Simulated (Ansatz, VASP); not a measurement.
## Two plane-wave programs on Cd2S

File INCAR:

```
  PREC = Accurate
  ENCUT = 520
  EDIFF = 1E-6
  ISMEAR = -1
  SIGMA = 0.05
  LREAL = F
  LASPH = T
  NELM = 100
  ALGO = Normal
  ISIF = 2
  LWAVE = F
  LCHARG = F
  GGA = PE
  NBANDS = 22
```

The input KPOINTS:

```
Automatic mesh
0
Gamma
  8 8 5
```

File POSCAR:

```
Cd2S
1.0
    4.0148164244      0.0000000000      0.0000000000
   -2.0074082122      3.4769330151      0.0000000000
    0.0000000000      0.0000000000      5.8856375034
Cd S
2 1
Direct
    0.3333333333      0.6666666667      0.9327170000
    0.6666666667      0.3333333333      0.5787350000
    0.3333333333      0.6666666667      0.3657050000
```

The input input.yaml:

```yaml
crystal:
  lattice:
    - [4.0148164244, 0.0, 0.0]
    - [-2.0074082122, 3.4769330151, 0.0]
    - [0.0, 0.0, 5.8856375034]
  atoms:
    - { symbol: Cd, position: [0.3333333333, 0.6666666667, 0.932717] }
    - { symbol: Cd, position: [0.6666666667, 0.3333333333, 0.578735] }
    - { symbol: S, position: [0.3333333333, 0.6666666667, 0.365705] }
hamiltonian:
  xc: pbe
  pseudopotentials: { kind: paw }
kpoints:
  mp_grid: { grid: [8, 8, 5] }
scf:
  occupations: { method: fermi_dirac, width: 0.05 }
output:
  forces: true
  stress: true
  eigenvalues: true
  write_density: true
  write_potential: true
  elf: true
  volumetric_format: npy
```

The cell comes from a database or a generator and needn't be the stable form of this composition.

Alike in both runs: task single point; functional PBE; k mesh 8 × 8 × 5; occupations fermi-dirac, width 0.05 eV; no spin polarisation.

|  | VASP | Ansatz |
| --- | --- | --- |
| version | VASP 6.6.1 | Ansatz 0.2.0 |
| potentials or method | VASP PAW PBE potentials, release 64 (Cd, S) | Ansatz PAW |
| plane-wave cutoff (eV) | 520 | 420 |
| valence electrons in the cell | 30 | 46 |

Ansatz gave:

* gap on the k mesh at the Fermi level (eV): 0.27
* least direct gap on the mesh (eV): 0.57
* pressure (GPa): -1.6
* largest component of the traceless stress (GPa): 0.52
* rms of the force components (eV/Å): 0.086

What did VASP give for the same quantities?

gap on the k mesh at the Fermi level (eV): 0.27; least direct gap on the mesh (eV): 0.57; pressure (GPa): -1.4; largest component of the traceless stress (GPa): 0.46; rms of the force components (eV/Å): 0.078.

Atom by atom the forces differ by 0.009 eV/Å (rms over components). The two sets of potentials don't hold the same shells in valence.

Caveats: an odd mesh through Γ misses points on the zone boundary, where band edges often lie (VASP); odd divisions of the mesh miss points on the zone boundary, where band edges often lie, so the gap on the mesh can be too wide (Ansatz).
